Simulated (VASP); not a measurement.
Here is a VASP 6.6.1 calculation.

INCAR

```
SYSTEM = Si
PREC = Accurate ; ENCUT = 520
EDIFF = 1E-6 ; ISMEAR = 0
SIGMA = 0.03 ; LREAL = .FALSE.
LASPH = .TRUE. ; NELM = 60
ALGO = Fast ; ISIF = 2
LWAVE = .FALSE. ; LCHARG = .TRUE.
GGA = PS ; LELF = .TRUE.
LVHAR = .TRUE. ; NBANDS = 16
```

Contents of KPOINTS:

```
Automatic mesh
0
G
  10 10 10
  0 0 0
```

File POSCAR:

```
Si
1.0
   -3.3254442900      3.3254442900      1.8647140902
    3.3254442900     -3.3254442900      1.8647140902
    3.3254442900      3.3254442900     -1.8647140902
Si
4
Direct
    0.1788010600      0.1788010600      0.3576021200
    0.8211989400      0.8211989400      0.6423978800
    0.1788010600      0.8211989400      0.0000000000
    0.8211989400      0.1788010600      0.0000000000
```

Potentials or basis: VASP PAW PBE potentials, release 64 (Si).

Launch:

```bash
$ cat potpaw_PBE.64/Si/POTCAR > POTCAR
$ mpirun -np 1 vasp_std > vasp.out
```

Q: Estimate the pressure.

A: 2.7 GPa.

Q: What does it give for the band gap on the k mesh?

A: 0.21 eV, indirect (least direct gap 0.63 eV).

Q: Predict the largest force.

A: 0.347 eV/Å.

Stress tensor (GPa, compression positive):
```
0.77 0.00 0.00
0.00 0.77 0.00
0.00 0.00 6.67
```

Caveat: the PAW data sets were made with another functional, which shifts forces and pressure a little. A k mesh can miss the band edges.
